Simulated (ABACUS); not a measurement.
# Nb (Fm-3m) in ABACUS: further runs

The runs below take Nb through single point, with PBE.

Everything below comes from runs of ABACUS 3.10.1. Logs are shortened: lines on timing, memory, paths and dates and some standing lists are left out, and cuts for length are marked.

### Step 1. Starting point

Symmetry: Fm-3m, No. 225, cubic system. The conventional cell has a = 4.230 Å, b = 4.230 Å, c = 4.230 Å, α = 90.00°, β = 90.00°, γ = 90.00°. Nb (site symmetry m-3m) is surrounded by 12 Nb at 2.99 Å.

This isn't the form of Nb at room conditions, which is bcc.

### Step 2. Single point, PBE (cell strained by -0.06 along c)

File INPUT:

```
INPUT_PARAMETERS
suffix              Nb
calculation         scf
basis_type          lcao
pseudo_dir          ./
orbital_dir         ./
symmetry            1
dft_functional      pbe
ecutwfc             100
pseudo_rcut         7
nspin               1
nbands              11
ks_solver           genelpa
smearing_method     fd
smearing_sigma      0.00367493
scf_thr             1e-07
scf_nmax            100
mixing_type         broyden
mixing_beta         0.7
cal_force           1
cal_stress          1
out_mul             1
out_chg             1
out_pot             2
out_elf             1
```

File STRU:

```
ATOMIC_SPECIES
Nb 92.9064 Nb.upf

NUMERICAL_ORBITAL
Nb_confined-atom_7au_3s2p2d1f.orb

LATTICE_CONSTANT
1.8897261246

LATTICE_VECTORS
-0.0634500000 2.0515500000 2.1150000000
2.0515500000 -0.0634500000 2.1150000000
1.9881000000 1.9881000000 0.0000000000

ATOMIC_POSITIONS
Direct

Nb
0.0
1
0.0000000000 0.0000000000 0.0000000000 1 1 1
```

File KPT:

```
K_POINTS
0
Gamma
8 8 8 0 0 0
```

Potentials or basis: PseudoDojo NC SR 0.4.1 PBE standard, DZP LCAO (the cutoffs set its grid).

Run with:

```sh
> OMP_NUM_THREADS=1 mpirun -np 4 abacus > log
```

running log:

```text
ABACUS v3.10.1

               Atomic-orbital Based Ab-initio Computation at UStc

 ------------------------------------------------------------------------------------

 READING GENERAL INFORMATION
                           global_out_dir = OUT.Nb/
                           global_in_card = INPUT
                               pseudo_dir = ./
                              orbital_dir = ./
                                    DSIZE = 4
                                    GSIZE = 1

 READING UNITCELL INFORMATION
                                    ntype = 1
                  lattice constant (Bohr) = 1.88973
              lattice constant (Angstrom) = 1

 READING ATOM TYPE 1
                               atom label = Nb
                      L=0, number of zeta = 3
                      L=1, number of zeta = 2
                      L=2, number of zeta = 2
                      L=3, number of zeta = 1
             number of atom for this type = 1

                        TOTAL ATOM NUMBER = 1
DIRECT COORDINATES
    atom                   x                   y                   z     mag                  vx                  vy                  vz
taud_Nb1            0.0000000000        0.0000000000        0.0000000000  0.0000        0.0000000000        0.0000000000        0.0000000000

                          Volume (Bohr^3) = 120.029
                             Volume (A^3) = 17.7864

 Lattice vectors: (Cartesian coordinate: in unit of a_0)
             -0.06345            +2.05155              +2.115
             +2.05155            -0.06345              +2.115
              +1.9881             +1.9881                  +0
 Reciprocal vectors: (Cartesian coordinate: in unit of 2 pi/a_0)
            -0.236407           +0.236407           +0.236407
            +0.236407           -0.236407           +0.236407
            +0.251496           +0.251496           -0.236407
 The esolver type has been set to : ksdft_lcao

                PAO radial cut off (Bohr) = 7

 Read in pseudopotential file is Nb.upf
                     pseudopotential type = NC
          exchange-correlation functional = PBE
                 nonlocal core correction = 1
                        valence electrons = 13
                                     lmax = 2
                           number of zeta = 4
                     number of projectors = 6
                           L of projector = 0
                           L of projector = 0
                           L of projector = 1
                           L of projector = 1
                           L of projector = 2
                           L of projector = 2
     initial pseudo atomic orbital number = 10

 SETUP THE ELECTRONS NUMBER
            electron number of element Nb = 13
[... 188 lines left out ...]
                                  min_tau = [ -16.4, -16.4, -16.9 ]
                                  max_tau = [ 16.4, 16.4, 16.9 ]
                                BoxNumber = [ 9, 9, 9 ]

 SETUP EXTENDED REAL SPACE GRID FOR GRID INTEGRATION
                          real space grid = [ 36, 36, 36 ]
                 big cell numbers in grid = [ 12, 12, 12 ]
             meshcell numbers in big cell = [ 3, 3, 3 ]
                        extended fft grid = [ 19, 19, 19 ]
                dimension of extened grid = [ 51, 51, 51 ]
                            UnitCellTotal = 125
              Atom number in sub-FFT-grid = 1
    Local orbitals number in sub-FFT-grid = 26
                                ParaV.nnr = 15717
                                 init_chg = atomic

 LCAO ALGORITHM --------------- ION=   1  ELEC=   1--------------------------------

 Density error is 0.0905851533319
----------------------------------------------------------
     Energy           Rydberg                 eV
----------------------------------------------------------
 E_KohnSham     -124.5259865607      -1694.2629662974
 E_Harris       -126.3374256023      -1718.9088588428
 E_Fermi        1.4208388166         19.3315038449
----------------------------------------------------------
[... 69 lines left out ...]
 Density error is 3.03398850372e-08
----------------------------------------------------------
     Energy           Rydberg                 eV
----------------------------------------------------------
 E_KohnSham     -124.5424521842      -1694.4869925982
 E_KS(sigma->0) -124.5419881233      -1694.4806787254
 E_Harris       -124.5424517140      -1694.4869862009
 E_band         -4.4751816512        -60.8879700415
 E_one_elec     -14.2838102799       -194.3412089572
 E_Hartree      14.7988680807        201.3489298483
 E_xc           -26.1473056770       -355.7523445553
 E_Ewald        -98.9092761862       -1345.7297411884
 E_entropy(-TS) -0.0009281219        -0.0126277456
 E_descf        0.0000000000         0.0000000000
 E_exx          0.0000000000         0.0000000000
 E_Fermi        1.3698697910         18.6380346754
----------------------------------------------------------

 charge density convergence is achieved
 final etot is -1694.4869926 eV
 EFERMI = 18.638034675 eV
The vacuum level is 17.155517004 eV

 STATE ENERGY(eV) AND OCCUPATIONS    NSPIN == 1
 1/95 kpoint (Cartesian) = 0.0000 0.0000 0.0000 (499 pws)
       1       -36.0896     0.00390625
       2       -11.4758     0.00390625
       3       -11.3962     0.00390625
       4       -11.2522     0.00390625
       5        12.3799     0.00390625
       6        18.3486     0.00389433
       7        18.3942     0.00387670
       8        19.4057    8.39693e-10
       9        21.2860    3.90861e-26
      10        21.8140    1.01334e-30
      11        30.6108        0.00000
[... 53 lines left out ...]
 6/95 kpoint (Cartesian) = 0.0000 0.0000 0.059102 (504 pws)
       1       -36.0464     0.00781250
       2       -11.6046     0.00781250
       3       -11.5507     0.00781250
       4       -11.3135     0.00781250
       5        13.1388     0.00781250
       6        17.7294     0.00781250
       7        18.8725    7.11779e-05
       8        19.8597    1.91119e-13
       9        20.3340    1.45214e-17
      10        22.0465    1.93754e-32
      11        32.1719        0.00000

[... levels at 89 further k points ...]

 correction force for each atom along direction 1 is 3.74589e-14
 correction force for each atom along direction 2 is 1.83600e-14
 correction force for each atom along direction 3 is -7.34904e-15
------------------------------------------------------------------------------------------
 TOTAL-FORCE (eV/Angstrom)
------------------------------------------------------------------------------------------
                       Nb1         0.0000000000         0.0000000000         0.0000000000
------------------------------------------------------------------------------------------

----------------------------------------------------------------
 TOTAL-STRESS (KBAR)
----------------------------------------------------------------
        62.3178348149       -34.0656923902        -0.0000000000
       -34.0656923902        62.3178348149        -0.0000000000
        -0.0000000000        -0.0000000000       138.0730468098
----------------------------------------------------------------
 TOTAL-PRESSURE: 87.569572 KBAR

 --------------------------------------------
 !FINAL_ETOT_IS -1694.4869925982288805 eV
 --------------------------------------------
```

stdout:

```text
ABACUS v3.10.1

               Atomic-orbital Based Ab-initio Computation at UStc

%%%%%%%%%%%%%%%%%%%%%%%%%%%%%%%%%%%%%%%%%%%%%%%%%%%%%%%%%%%%%%%%%%%%%%%%%%%%%%%%%%%%%%%%%%%%%%%%%%%%%%%%%
 Warning: the number of valence electrons in pseudopotential > 5 for Nb: [Kr] 4d4 5s1
[... 33 lines left out ...]
 TOTAL-STRESS (KBAR)
----------------------------------------------------------------
        62.3178348149       -34.0656923902        -0.0000000000
       -34.0656923902        62.3178348149        -0.0000000000
        -0.0000000000        -0.0000000000       138.0730468098
----------------------------------------------------------------
 TOTAL-PRESSURE: 87.569572 KBAR
```

mulliken.txt:

```text
 0
CALCULATE THE MULLIkEN ANALYSIS FOR EACH ATOM
 Total charge:	13
Decomposed Mulliken populations
0                             Zeta of Nb              Spin 1
s                                      0              1.9895
[... 26 lines left out ...]
SUM OVER M+Zeta                                       3.6430

fz^3                                   0              0.0216
fxz^2                                  0              0.0114
fyz^2                                  0              0.0141
fzx^2-zy^2                             0              0.0079
fxyz                                   0              0.0321
fx^3-3*xy^2                            0              0.0122
f3yx^2-y^3                             0              0.0194
SUM OVER M                                            0.1188
SUM OVER M+Zeta                                       0.1188

SUM OVER M+Zeta+L                                    13.0000

Total Charge on atom:                 Nb             13.0000
```

It took 5.5 s on 4 MPI ranks of Intel Xeon Platinum 8259CL at 2.50GHz (Skylake/Cascade Lake), shared host; peak memory 0.36 GiB.

What came out:

```
Free energy            : -1694.4870 eV
Pressure               : 8.8 GPa
Band gap on the k mesh : none (metal or under the smearing width)
```

Caveat: the atomic orbitals were generated for these runs and aren't a published set; the basis of atomic orbitals isn't converged, which shifts pressures, moduli and gaps.

[end of part 1 of 2]
